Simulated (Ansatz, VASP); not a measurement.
# MgO (Periclase): VASP beside Ansatz

```xyz
2
Lattice="0.0000 2.1022 2.1022 2.1022 0.0000 2.1022 2.1022 2.1022 0.0000" Properties=species:S:1:pos:R:3 pbc="T T T"
Mg    0.0000    0.0000    0.0000
O     2.1022    2.1022    2.1022
```

Alike in both runs: task single point; functional PBE; k mesh 8 × 8 × 8; no spin polarisation.

|  | VASP | Ansatz |
| --- | --- | --- |
| version | VASP 6.6.1 | Ansatz 0.2.0 |
| potentials or method | VASP PAW PBE potentials, release 64 (Mg, O) | plane waves, PAW |
| plane-wave cutoff (eV) | 520 | 420 |
| occupations | gaussian, width 0.01 eV | fixed |
| valence electrons in the cell | 8 | 16 |

```csv
,VASP,Ansatz,Ansatz less VASP
gap on the k mesh at the Fermi level (eV),4.78,4.80,+0.017
```

The two sets of potentials don't hold the same shells in valence.

PBE gaps usually lie below the measured ones, often by a third to a half.
